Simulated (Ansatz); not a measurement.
# Methyl methacrylate (C₅H₈O₂): up Jacob's ladder to CCSD(T)

The task here is to estimate one member of a computed series from the others.

Program: Ansatz 0.2.0, Gaussian basis. Level of theory: functionals in def2-TZVPP, the program's frozen cores in correlated methods. These are calculated values, not measurements.

Plan: PBE-D4, r2SCAN-D4, PBE0-D4, B3LYP-D4, ωB97X-V, ωB97M-V, B2PLYP; CCSD(T)/def2-TZVPP; MP2/def2-QZVPP; extrapolation to the limit.

## The relaxed structure

An earlier PBE0-D4 in a triple-zeta def2 set relaxation fixed the geometry.

SMILES `C=C(C)C(=O)OC`, 15 atoms, charge 0, spin multiplicity 1.

Atoms are counted from 1 here; the program's logs count them from 0.

Bond lengths: C1–C2 1.330 Å, C1–H8 1.084 Å, C1–H9 1.083 Å, C2–C3 1.494 Å, C2–C4 1.491 Å, C3–H10 1.093 Å, C3–H11 1.093 Å, C3–H12 1.090 Å, C4–O5 1.204 Å, C4–O6 1.341 Å, O6–C7 1.422 Å, C7–H13 1.091 Å, C7–H14 1.088 Å, C7–H15 1.091 Å. Angles: C2–C1–H8 121.2°, C2–C1–H9 120.2°, H8–C1–H9 118.5°, C1–C2–C3 124.0°, C1–C2–C4 116.9°, C3–C2–C4 119.0°, C2–C3–H10 111.1°, C2–C3–H11 111.1°, C2–C3–H12 110.5°, H10–C3–H11 106.5°, H10–C3–H12 108.7°, H11–C3–H12 108.7°, C2–C4–O5 125.6°, C2–C4–O6 111.4°, O5–C4–O6 123.0°, C4–O6–C7 115.1°, O6–C7–H13 110.6°, O6–C7–H14 105.9° and more.

Set-up of the first run:

File in.yaml:

```yaml
crystal:
  periodic: [false, false, false]
  atoms:
    - {symbol: C, position_ang: [-2.113233, 0.778901, 0.504759]}
    - {symbol: C, position_ang: [-0.981077, 0.082221, 0.478215]}
    - {symbol: C, position_ang: [-0.704693, -1.097671, 1.351651]}
    - {symbol: C, position_ang: [0.061659, 0.525112, -0.491286]}
    - {symbol: O, position_ang: [-0.033610, 1.458655, -1.244940]}
    - {symbol: O, position_ang: [1.150673, -0.255255, -0.430044]}
    - {symbol: C, position_ang: [2.197480, 0.098127, -1.325416]}
    - {symbol: H, position_ang: [-2.918212, 0.517990, 1.181959]}
    - {symbol: H, position_ang: [-2.248534, 1.625563, -0.157011]}
    - {symbol: H, position_ang: [-0.499482, -1.989918, 0.755464]}
    - {symbol: H, position_ang: [0.177629, -0.929414, 1.973750]}
    - {symbol: H, position_ang: [-1.556732, -1.299832, 2.001387]}
    - {symbol: H, position_ang: [1.852515, 0.045479, -2.359063]}
    - {symbol: H, position_ang: [2.994289, -0.621812, -1.151826]}
    - {symbol: H, position_ang: [2.547430, 1.111952, -1.125702]}
basis:
  gaussian: {orbitals: def2-TZVPP}
hamiltonian: {xc: pbe, dispersion: d4}
output: {forces: true, orbitals: {seedname: orbitals}}
```

The run is started by

```console
ansatz run in.yaml --threads 2 --pin off --events-out ev --progress --plain --max-ram 22528MiB --backend cuda --devices 0, --max-vram 18GiB
```

Steps of the session up to this table: PBE-D4 (GGA); r2SCAN-D4 (meta-GGA); PBE0-D4 (hybrid); B3LYP-D4 (hybrid); ωB97X-V (range-separated); ωB97M-V (range-separated); B2PLYP (double hybrid); CCSD(T) in def2-TZVPP; MP2 in def2-QZVPP.

One table of the session follows, with a row left open; its other results are not shown here.

It belongs to the step «Atomisation energies». 

```
            method  atomisation energy (kJ/mol)
            PBE-D4                       6616.9
         r2SCAN-D4                       6445.8
           PBE0-D4                       6463.3
          B3LYP-D4                       6415.9
           ωB97X-V                       6417.7
           ωB97M-V                       6430.6
            B2PLYP                       6357.2
     HF/def2-TZVPP                       4630.9
    MP2/def2-TZVPP                       6390.9
   CCSD/def2-TZVPP                       6137.9
CCSD(T)/def2-TZVPP                            ?
           MP2/CBS                       6544.5
       CCSD(T)/CBS                       6402.7
```

Q: Estimate the row for CCSD(T)/def2-TZVPP from the others.

As computed: atomisation energy (kJ/mol): 6249.1. In the column «atomisation energy (kJ/mol)» it lies between CCSD/def2-TZVPP (6137.9) and B2PLYP (6357.2).

Caveats from the session: Free atoms (5 C, 2 O, 8 H) were run apart at each level; the atomisation energy is their sum less the molecule, without zero-point or spin-orbit terms.
